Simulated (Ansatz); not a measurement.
**How far is this CdTe4 from the hull?**

Computed with DFT PBE, scalar-relativistic, plane waves, PAW in Ansatz. All cells share a 420 eV cutoff and Γ-centred k meshes spaced at most about 0.3 Å⁻¹ (about 0.25 or finer for metals, 2π included). No spin polarisation.

The zero of energy is the elements' standard structures at the same level; no fitted shifts are applied.

All energies are static (0 K, no zero-point motion). These runs have no spin–orbit coupling, which can matter for Te. The reference form of Te is held partly by dispersion forces, which this level lacks.

The competitors are the elements and 1 reference phase of this chemical system (from databases or known types: CdTe), relaxed at the same level; other known phases may be missing.

The candidate was reached from: PbF4 type (I4/mmm).

Space group I4/mmm (No. 139). a = 5.865 Å, b = 5.865 Å, c = 9.170 Å, α = 90.00°, β = 90.00°, γ = 90.00°
| atom | site | symmetry | x | y | z |
| --- | --- | --- | --- | --- | --- |
| Cd | 2a | 4/mmm | 0.0000 | 0.0000 | 0.0000 |
| Te | 4e | 4mm | 0.0000 | 0.0000 | 0.3347 |
| Te | 4c | mmm. | 0.0000 | 0.5000 | 0.0000 |

**Question.** Where does it stand against these competitors?

**Answer.** Not stable. Its formation energy is 0.139 eV/atom. The lowest competing mixture at this composition is this:

```tsv
phase	space group	source	share of atoms	ΔE_f (eV/atom)
Te	-	element	0.6000	0.000
CdTe	F-43m (No. 216)	COD	0.4000	-0.464
```

The mixture lies at -0.186 eV/atom, and the candidate lies 0.33 eV/atom above it (0.32 eV/atom from unrounded values). The candidate matches no cell in the subsets of the Crystallography Open Database and the Materials Project at hand. The margin is far too high for a likely synthesis. It holds Te–Te pairs (shortest 3.03 Å).
